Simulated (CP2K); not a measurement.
Crystal: C.

```
C
1.0
     2.52210    0.00000    0.00000
    -1.26105    2.18420    0.00000
     0.00000    0.00000   12.35570
C
12
Direct
  0.66667 0.33333 0.35417
  0.33333 0.66667 0.85417
  0.66667 0.33333 0.14583
  0.33333 0.66667 0.64583
  0.66667 0.33333 0.47917
  0.33333 0.66667 0.97917
  0.66667 0.33333 0.02083
  0.33333 0.66667 0.52083
  0.00000 0.00000 0.81250
  0.00000 0.00000 0.31250
  0.00000 0.00000 0.68750
  0.00000 0.00000 0.18750
```

This is a hexagonal form of diamond, not graphite.

Base run:

- Program: CP2K 2026.2
- Functional: PBE
- Potentials or basis: POTENTIAL_UZH C GTH-PBE-q4; DZVP-MOLOPT-PBE-GTH basis
- Density cutoff: 9184 eV
- k mesh: 9 × 9 × 2
- Occupations: fermi-dirac, width 0.05 eV
- Spin: no spin polarisation

Its results: band gap on the k mesh 4.79 eV, indirect (least direct gap 5.41 eV); pressure 4.1 GPa; largest force 0.321 eV/Å.

The run is repeated on the same cell with these changes: functional from PBE to TASK. What comes out?

Band gap on the k mesh 4.79 eV, indirect (least direct gap 5.53 eV); pressure 10.3 GPa; largest force 0.373 eV/Å.

Caveats: the basis of atomic orbitals isn't converged, which shifts pressures, moduli and gaps; the potentials were made for another functional, which shifts forces and pressure (some runs).
